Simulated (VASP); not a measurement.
# InSe: restarted molecular dynamics, 2 variants

InSe, R3m (no. 160), 8 atoms in the cell. PBE, molecular dynamics; PAW potentials In, Se (PBE set).

| Restart from | Temperature at the end (K) | The same without a restart (K) | Potential energy at the end (eV/atom) | The same without a restart (eV/atom) | Electronic steps in the first step after the restart | Time (s) |
|---|---|---|---|---|---|---|
| CONTCAR with velocities, WAVECAR read | 667.0 | 667.0 | -3.46719 | -3.46719 | 4 | 869 |
| CONTCAR with velocities, no WAVECAR | 667.0 | 667.0 | -3.46719 | -3.46719 | 14 | 936 |

Limits: 180 fs of 8 atoms are too short for converged averages; the cell is only 3.4 Å across, so each atom moves in step with near copies of itself.

## Input of the first row

INCAR.step1:
```
SYSTEM = InSe
  GGA = PE
  PREC = Normal
  ENCUT = 210
  EDIFF = 1E-6
  NELMIN = 4
  NELM = 60
  ALGO = Normal
  LREAL = Auto
  LASPH = .True.
  ISMEAR = 0
  SIGMA = 0.05
  ISYM = 0
  LWAVE = .True.
  LCHARG = .False.
  IBRION = 0
  NSW = 30
  POTIM = 3.0
  TEBEG = 1000
  ISIF = 2
  RANDOM_SEED = 65640 0 0
  MDALGO = 2
  SMASS = -3
  KPAR = 2
```

INCAR.step2, as INCAR.step1 but for:
```
- LWAVE = .True.
+ LWAVE = .False.
```

KPOINTS:
```
k-points
0
Gamma
  3 3 2
```

POSCAR.step1:
```
InSe
1.0
    2.0000000000      1.1547005384      8.4400000000
   -2.0000000000      1.1547005384      8.4400000000
    0.0000000000     -4.6188021536     16.8800000000
In Se
4 4
Direct
    0.8886000000      0.8886000000      0.4443000000
    0.8886000000      0.8886000000      0.9443000000
    0.0000000000      0.0000000000      0.0000000000
    0.0000000000      0.0000000000      0.5000000000
    0.1719000000      0.1719000000      0.0859500000
    0.1719000000      0.1719000000      0.5859500000
    0.3835000000      0.3835000000      0.1917500000
    0.3835000000      0.3835000000      0.6917500000
```

Commands (each step's output is kept before the next begins):
```
cat potpaw_PBE.64/In/POTCAR potpaw_PBE.64/Se/POTCAR > POTCAR
cp INCAR.step1 INCAR
cp POSCAR.step1 POSCAR
mpirun -np 2 vasp_std > vasp.out
cp CONTCAR POSCAR
cp INCAR.step2 INCAR
mpirun -np 2 vasp_std > vasp.out
```

Changes of the last row against the first:
```
(step 1)
- LWAVE = True
+ LWAVE = False
```

VASP 6.6.1 took 869 s on 2 cores (Intel Xeon Platinum 8488C (Sapphire Rapids)), a shared host.
